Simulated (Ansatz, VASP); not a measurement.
**CaO: VASP beside Ansatz**

File POSCAR:

```
CaO
1.0
    0.0000000000      2.4711816910      2.7957592550
    2.4711816910      0.0000000000      2.7957592550
    2.4711816910      2.4711816910      0.0000000000
Ca O
1 1
Direct
    0.0000000000      0.0000000000      0.0000000000
    0.2500000000      0.2500000000      0.2500000000
```

The input INCAR.step1:

```
SYSTEM = CaO
ALGO = Normal
EDIFF = 1E-4
ENCUT = 520
GGA = PE
ISMEAR = 0
LASPH = .TRUE.
LCHARG = .FALSE.
LREAL = .FALSE.
LWAVE = .TRUE.
NBANDS = 15
NELM = 100
PREC = Accurate
SIGMA = 0.01
```

The input INCAR.step2:

```
SYSTEM = CaO
ALGO = Normal
EDIFF = 1E-7
ENCUT = 520
ISIF = 2
ISMEAR = 0
ISTART = 1
LASPH = .TRUE.
LCHARG = .FALSE.
LMIXTAU = .TRUE.
LREAL = .FALSE.
LWAVE = .FALSE.
METAGGA = R2SCAN
NBANDS = 15
NELM = 100
PREC = Accurate
SIGMA = 0.01
```

File KPOINTS:

```
k-points
0
G
  8 8 8
  0 0 0
```

Input for Ansatz:

```yaml
crystal:
  lattice:
    - [0.0, 2.471181691, 2.795759255]
    - [2.471181691, 0.0, 2.795759255]
    - [2.471181691, 2.471181691, 0.0]
  atoms:
    - { symbol: Ca, position: [0.0, 0.0, 0.0] }
    - { symbol: O, position: [0.25, 0.25, 0.25] }
kpoints:
  mp_grid: { grid: [8, 8, 8] }
  band_path:
    path:
      - [0.0, 0.0, 0.0]
      - [-0.5, -0.5, 0.0]
      - [-0.375, -0.375, 0.25]
      - [-0.375, 0.0, 0.375]
      - [0.0, 0.0, 0.5]
      - [-0.5, -0.25, 0.25]
    npoints: 1
hamiltonian:
  xc: r2scan
scf:
  occupations: { method: fixed }
  n_extra_bands: 4
output:
  forces: true
  stress: true
  eigenvalues: true
```

Change from the starting cell: epitaxial_xy strain -5.2%.

Alike in both runs: task single point; functional r2SCAN; k mesh 8 × 8 × 8; no spin polarisation.

|  | VASP | Ansatz |
| --- | --- | --- |
| version | VASP 6.6.1 | Ansatz 0.2.0 |
| potentials or method | VASP PAW PBE potentials, release 64 (Ca_sv, O) | plane waves, PAW |
| plane-wave cutoff (eV) | 520 | 500 |
| occupations | gaussian, width 0.01 eV | fixed |
| valence electrons in the cell | 16 | 16 |

|  | VASP | Ansatz | Ansatz less VASP |
| --- | --- | --- | --- |
| gap on the k mesh at the Fermi level (eV) | 3.71 | 3.74 | +0.027 |
| pressure (GPa) | 3.4 | 2.4 | -1.03 |
| largest component of the traceless stress (GPa) | 2.23 | 2.41 | +0.186 |

Caveats: the PAW data sets were made with another functional, which shifts forces and pressure a little (VASP). A k mesh can miss the band edges.
